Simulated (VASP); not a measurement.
# VASP 6.6.1 run: TePb

INCAR

```
ISIF = 3
NBANDS = 17
GGA = PE
LASPH = .TRUE.
SIGMA = 0.02
NSW = 40
IBRION = 2
PREC = High
LCHARG = .FALSE.
ISMEAR = -1
EDIFF = 1E-7
PSTRESS = 20
NELM = 120
LREAL = .FALSE.
LWAVE = .FALSE.
EDIFFG = -5E-3
ENCUT = 600
```

KPOINTS

```
KPOINTS created by Atomic Simulation Environment
0
Gamma
6 6 6
0 0 0
```

POSCAR

```
Pb Te
 1.0000000000000000
     0.0000000000000000    3.0166510000000000    3.0166510000000000
     3.0166510000000000    0.0000000000000000    3.0166510000000000
     3.0166510000000000    3.0166510000000000    0.0000000000000000
 Pb  Te
   1   1
Cartesian
  0.0000000000000000  0.0000000000000000  0.0000000000000000
  3.0166510000000000  3.0166510000000000  3.0166510000000000
```

The recommended PBE PAW datasets give the neutral cell 20 valence electrons.

Command

```
mpirun -np 1 vasp_std
```

How does this run end, and what does it give?

It converged. Results: relaxed cell vector lengths 4.572, 4.572, 4.572 Å; relaxed cell volume 67.59 Å³.

OSZICAR

```
N       E                     dE             d eps       ncg     rms          rms(c)
DAV:   1     0.160642663361E+03    0.16064E+03   -0.10043E+04   552   0.132E+03
DAV:   2     0.387542260709E+01   -0.15677E+03   -0.15124E+03   562   0.323E+02
DAV:   3    -0.658937506008E+01   -0.10465E+02   -0.10347E+02   696   0.881E+01
DAV:   4    -0.688551367694E+01   -0.29614E+00   -0.29592E+00   696   0.152E+01
DAV:   5    -0.689564328167E+01   -0.10130E-01   -0.10129E-01   758   0.271E+00    0.593E+00
DAV:   6    -0.683188188677E+01    0.63761E-01   -0.11406E-01   786   0.299E+00    0.372E+00
DAV:   7    -0.682790598171E+01    0.39759E-02   -0.67615E-02   752   0.159E+00    0.746E-01
DAV:   8    -0.682734567246E+01    0.56031E-03   -0.91361E-03   669   0.957E-01    0.257E-01
DAV:   9    -0.682750047619E+01   -0.15480E-03   -0.53493E-04   726   0.216E-01    0.355E-02
DAV:  10    -0.682750068060E+01   -0.20441E-06   -0.19198E-05   719   0.445E-02    0.134E-02
...
DAV:   6    -0.750207455904E+01   -0.18236E-07   -0.88836E-08   299   0.468E-03
  18 F= -.66577313E+01 E0= -.66577313E+01  d E =-.495855E-04
       N       E                     dE             d eps       ncg     rms          rms(c)
DAV:   1    -0.750154484065E+01    0.52970E-03   -0.30957E-03   684   0.850E-01    0.542E-02
DAV:   2    -0.750145662648E+01    0.88214E-04   -0.16397E-04   693   0.205E-01    0.201E-02
DAV:   3    -0.750144166256E+01    0.14964E-04   -0.62722E-05   692   0.114E-01    0.384E-03
DAV:   4    -0.750144234965E+01   -0.68708E-06   -0.11067E-06   557   0.989E-03    0.285E-03
DAV:   5    -0.750144319131E+01   -0.84166E-06   -0.29172E-07   558   0.505E-03    0.799E-04
DAV:   6    -0.750144316315E+01    0.28152E-07   -0.22745E-08   279   0.234E-03
  19 F= -.66577374E+01 E0= -.66577374E+01  d E =-.556726E-04
```

Standard output (part)

```
POSCAR found type information on POSCAR PbTe
 POSCAR found :  2 types and       2 ions
 LDA part: xc-table for (Slater+PW92), standard interpolation
 POSCAR, INCAR and KPOINTS ok, starting setup
 WAVECAR not read
 entering main loop
 curvature:   0.00 expect dE= 0.000E+00 dE for cont linesearch  0.000E+00
 search vector abs. value=  0.209E+01
 bond charge predicted
 trial-energy change:   -0.294442  1 .order   -0.534133   -2.090962    1.022695
 bond charge predicted
 curvature:  -0.30 expect dE=-0.203E-04 dE for cont linesearch -0.203E-04
 ZBRENT: interpolating
 opt :   0.5465  next Energy=    -6.657731 (dE=-0.516E+00)
 bond charge predicted
 curvature:  -0.28 expect dE=-0.525E-04 dE for cont linesearch -0.525E-04
 ZBRENT: accuracy reached
 trial: gam=-0.00942 g(F)=  0.130E-60 g(S)=  0.189E-03 ort = 0.199E-01 (trialstep = 0.909E+00)
 search vector abs. value=  0.172E-07
 bond charge predicted
 ZBRENT: can't locate minimum, use default step
 bond charge predicted
 curvature:  -0.03 expect dE=-0.463E-05 dE for cont linesearch -0.460E-05
 trial: gam=-0.02846 g(F)=  0.764E-60 g(S)=  0.178E-03 ort = 0.175E-05 (trialstep = 0.141E-03)
 search vector abs. value=  0.178E-03
 bond charge predicted
 ZBRENT: can't locate minimum, use default step
 bond charge predicted
 curvature:  -0.00 expect dE=-0.706E-07 dE for cont linesearch -0.706E-07
 ZBRENT: increasing intervall
 opt :   0.0014  next Energy=    -6.657682 (dE=-0.157E-06)
 bond charge predicted
...
```

```csv
ionic step,ΔH (meV/atom),volume (Å³),largest force (eV/Å),pressure (GPa),electronic steps
1,0.0,54.90,0.000,17.69,16
2,-147.2,79.15,0.000,-3.32,11
3,-257.8,67.69,0.000,1.93,12
4,-257.8,67.42,0.000,2.12,8
5,-257.8,67.42,0.000,2.12,3
6,-257.8,67.43,0.000,2.12,4
7,-257.8,67.43,0.000,2.11,2
13,-257.8,67.44,0.000,2.11,4
14,-257.8,67.44,0.000,2.11,4
15,-257.8,67.46,0.000,2.10,6
16,-257.8,67.48,0.000,2.08,6
17,-257.8,67.53,0.000,2.04,6
18,-257.8,67.64,0.000,1.96,6
19,-257.8,67.59,0.000,2.00,6
```

 The volume moved far on the plane waves of the start cell, so a restart from CONTCAR is due.

For comparison, a separate PBE relaxation on usual settings, not on those above, ends at 70.87 Å³.
